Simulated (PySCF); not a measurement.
An unknown gives this computed stick spectrum. Method: PySCF, TDDFT CAM-B3LYP/def2-SVPD, vertical, gas phase, core orbitals frozen in the response. Geometries: GFN2-xTB, one conformer each.

```csv
state,λ (nm),f
S1,204.1,0.017
S2,188.4,0.060
S3,181.5,0.0012
S4,165.5,0.028
S5,163.9,0.0001
S6,158.6,0.076
S7,156.9,0.0024
S8,155.6,0.0053
```

Triplets computed (Tamm–Dancoff): 5.65, 6.31, 6.65 eV.

Question: Which candidate is it?
A. `C[Si](C)(O)S` (C2H8OSSi)
B. `CCCS` (C3H8S)
C. `C1CCOCC1` (C5H10O)

Answer: A. Its S1 lies at 6.08 eV; the nearest of the others has S1 at 5.50 eV. S1 is HOMO→LUMO+1 (52%), HOMO→LUMO+4 (19%), HOMO→LUMO (15%). Löwdin shares by element: HOMO sulfur 75%, silicon 8%, hydrogen 7% or more, carbon 4% or more; LUMO oxygen 24%, silicon 20%, hydrogen 13% or more, sulfur 10% (atoms not listed hold the other 34%). At the same level the other candidates give, for their lowest levels:
- `CCCS`: 225 nm (f 0.007); 201 nm (f 0.033); 174 nm (f 0.014); 168 nm (f 0.020); 165 nm (f 0.015); T1 5.09 eV; HOMO -8.13, LUMO 1.01 eV
- `C1CCOCC1`: 172 nm (f 0.007); 160 nm (f 0.057); 157 nm (f 0.039); 154 nm (f 0.006); 147 nm (f 0.002); T1 7.04 eV; HOMO -8.64, LUMO 1.42 eV

Shape of the structure used: `[CH3:1][Si:2]([CH3:3])([OH:4])[SH:5]`: H–O4–Si2–C1 65°, H–S5–Si2–C1 113°.
